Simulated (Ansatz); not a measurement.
BP (started from an entry of an open crystallographic database), relaxed with r2SCAN: space group F-43m (No. 216), cubic; conventional cell a = 4.537 Å, 11.67 Å³ an atom. B has 4 P at 1.96 Å; P has 4 B at 1.96 Å. One-shot G0W0@PBE in Ansatz 0.2.0 on a 6×6×6 mesh (contour deformation, no spin-orbit coupling), from a PBE gap of 1.331 eV over the mesh points (the G0W0 gap is indirect on the mesh); the number N of bands summed and the screening cutoff rise together. No spin polarisation and no zero-point or thermal motion.

```
  N  cutoff (eV)  1000/N  G0W0 gap (eV)
 57          100  17.544          1.896
132          180   7.576          2.014
```

Question: Lay a straight line in 1000/N through these rows.

Answer: The slope is -0.0118 eV per unit of 1000/N and the intercept 2.104 eV.

Question: Predict the gap at N = 252 (260 eV).

Answer: 2.104 + (-0.0118) × 3.968 = 2.057 eV; the run gives 2.051 eV, -0.006 eV from the line.

Question: With that run's result added, what limit do the last two rows suggest?

Answer: Their slope is (2.051 − 2.014)/(3.968 − 7.576) = -0.0103, which meets 1/N = 0 at 2.09 eV, against 2.104 eV from the first line. The slope flattens, so the first line overshoots; the k mesh isn't extrapolated.
